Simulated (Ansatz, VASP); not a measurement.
# Mo in VASP and in Ansatz

```xyz
2
Lattice="2.8252 0.0000 0.0000 -1.4126 2.4467 0.0000 0.0000 0.0000 4.5769" Properties=species:S:1:pos:R:3 pbc="T T T"
Mo   -0.2119    1.5088    0.8010
Mo    1.6245    0.9379    3.7759
```

Change from the starting cell: shortest bond scaled by 0.7, PAW files.

Alike in both runs: task single point; functional LDA; k mesh 12 × 12 × 7; occupations fermi-dirac, width 0.05 eV; no spin polarisation.

|  | VASP | Ansatz |
| --- | --- | --- |
| version | VASP 6.6.1 | Ansatz 0.2.0 |
| potentials or method | VASP PAW LDA potentials, release 64 (Mo_sv) | PAW with Ansatz's default frozen-core files, scalar-relativistic |
| plane-wave cutoff (eV) | 520 | 420 |
| valence electrons in the cell | 28 | 28 |

```csv
,VASP,Ansatz,Ansatz less VASP
pressure (GPa),56.5,51.7,-4.81
largest component of the traceless stress (GPa),28.25,23.79,-4.467
rms of the force components (eV/Å),7.017,6.332,-0.6848
```

Atom by atom the forces differ by 0.697 eV/Å (rms over components).

Caveats: so large a pressure means that the cell lies far from this level's equilibrium, or that cutoff or potentials fall short (VASP); forces of over 1 eV/Å show positions far from the minimum, so gaps and moduli don't describe the material at rest.
